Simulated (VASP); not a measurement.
**SrCl2 under changes of volume**

One of the cells (28.865 Å³/atom); the others are scaled copies at fixed shape and fractional positions:

```
Sr Cl
1.0
     0.00000    3.51145    3.51145
     3.51145    0.00000    3.51145
     3.51145    3.51145    0.00000
Sr Cl
1 2
Direct
  0.00000 0.00000 0.00000
  0.75000 0.75000 0.75000
  0.25000 0.25000 0.25000
```

- Program: VASP 6.6.1
- Functional: PBEsol
- Potentials or basis: VASP PAW PBE potentials, release 64 (Sr_sv, Cl)
- Cutoff: 520 eV
- k mesh: 7 × 7 × 7
- Occupations: fermi-dirac, width 0.05 eV
- Spin: no spin polarisation

| volume (Å³/atom) | energy over the lowest point (meV/atom) | pressure (GPa) | gap on the mesh (eV) |
| --- | --- | --- | --- |
| 26.601 | 4.60 | 1.5 | 5.40 |
| 27.167 | 0.78 | 0.6 | 5.32 |
| 27.733 | 0.00 | -0.2 | 5.24 |
| 28.865 | ? | ? | ? |
| 29.431 | 12.62 | -2.1 | 5.03 |
| 29.997 | 20.96 | -2.7 | 4.96 |

What does the run at 28.865 Å³/atom give?

Energy over the lowest point 6.20 meV/atom; pressure -1.6 GPa; gap on the mesh 5.10 eV.

Worked out: A Birch-Murnaghan fit of order 3 (a polynomial in V^(-2/3)) to the other rows has its minimum at 27.61 Å³/atom with B0 = V·E''(V) = 38 GPa and B' = 4.6. It gives 6.19 meV/atom at 28.865 Å³/atom, against the run's 6.20, and -dE/dV = -1.5 GPa, against -1.6. A straight line through the other rows of the gap, of slope -3.64 eV per unit of ln V, gives 5.10 eV, against the run's 5.10.

Energies are extrapolated to zero smearing.

Caveats: the PAW data sets were made with another functional, which shifts forces and pressure a little; an odd mesh through Γ misses points on the zone boundary, where band edges often lie. Spin-orbit coupling on Sr is left out.
